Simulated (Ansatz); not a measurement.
The calculation used DFT PBE, scalar-relativistic, plane waves, PAW (Ansatz). Settings: cutoff 420 eV, Γ-centred meshes spaced at most about 0.3 Å⁻¹, and about 0.25 Å⁻¹ or finer for metals (2π included), Gaussian smearing. No spin polarisation in the final relaxations.

Temperature and zero-point effects are left out.

Compare these two cells of Bi2Se3, each relaxed at this level.

A.

Space group P4mm (No. 99). a = 4.002 Å, b = 4.002 Å, c = 9.186 Å, α = 90.00°, β = 90.00°, γ = 90.00°
| atom | site | symmetry | x | y | z |
| --- | --- | --- | --- | --- | --- |
| Bi | 1b | 4mm | 0.5000 | 0.5000 | 0.5371 |
| Bi | 1a | 4mm | 0.0000 | 0.0000 | 0.7726 |
| Se | 1a | 4mm | 0.0000 | 0.0000 | 0.4290 |
| Se | 2c | 2mm. | 0.5000 | 0.0000 | 0.0351 |

B.

Space group I4/mmm (No. 139). a = 5.156 Å, b = 5.156 Å, c = 11.607 Å, α = 90.00°, β = 90.00°, γ = 90.00°
```json
{"atom": "Bi", "site": "4d", "symmetry": "-4m2", "x": "0.0000", "y": "0.5000", "z": "0.2500"}
{"atom": "Se", "site": "4c", "symmetry": "mmm.", "x": "0.0000", "y": "0.5000", "z": "0.0000"}
{"atom": "Se", "site": "2b", "symmetry": "4/mmm", "x": "0.5000", "y": "0.5000", "z": "0.0000"}
```

**Question.** Which form is favoured at zero pressure, and by what margin per atom?

**Answer.** A is lower, by 117 meV/atom. A has space group P4mm (No. 99), 29.4 Å³/atom and no gap on its mesh; B has space group I4/mmm (No. 139), 30.9 Å³/atom and no gap. Counting Se atoms around Bi (those within 1.25 times the shortest such distance or 1.15 times the sum of covalent radii, 1.27 where that leaves under three; a slash parts the counts of unlike sites), A has Bi 4/5 and B has Bi 2. B holds Se–Se nets (shortest 2.58 Å); in A the shortest Se–Se distance is 2.83 Å, near bonding range too. Even the lower one lies +0.06 eV/atom against the reference forms of the elements (uncorrected), so neither is stable at this level. In A, around Bi on its first site lie 4 Se at 3.00 Å and 4 Bi at 3.56 Å; Bi on its second site has 5 Se at 3.13–3.16 Å, 4 Bi at 3.56 Å and 4 Bi at 4.00 Å; Se on a site of symmetry 4mm has 5 Bi at 3.00–3.16 Å; 1 more site not described. In B, Bi has 2 Se at 2.90 Å; Se on a site of symmetry mmm has 2 Se at 2.58 Å and 2 Bi at 2.90 Å; around Se on a site of symmetry 4/mmm lie 4 Se at 2.58 Å. Both come from invented guesses. A third cell relaxed alike, in R-3m (a cell as deposited in COD), lies 0.45 eV/atom below the lower of the two.

No dispersion correction is applied, so the spacing and binding between layers, chains or molecules are poorly described (P4mm), and this can change margins and order among such cells. These runs have no spin–orbit coupling, which can matter for Bi. Cells relaxed within their symmetry can be saddle points.

A's advantage over B probably comes from its more extensive Bi–Se bonding: Bi counts 4 or 5 Se neighbours there, against only 2 in B. The shorter Bi–Se contacts in B, at 2.90 Å, evidently do not make up for the smaller number. B also ties all its selenium into nets with contacts of 2.58 Å, longer than a normal Se–Se single bond and so suggestive of weak, delocalised bonding.

The much lower R-3m cell fits the known layered structure of Bi2Se3, in which Bi(III) and selenide ions balance without Se–Se bonds. Sharing electrons between selenium atoms works against this full charge transfer and can leave Se p bands partly filled, consistent with the missing gaps in A and B. The order of the two therefore ranks unfavourable bonding patterns, not competing ground states. Because A is both lower in energy and denser, moderate compression should not initially favour B; whether either cell would survive a symmetry-breaking distortion of its selenium net remains open.
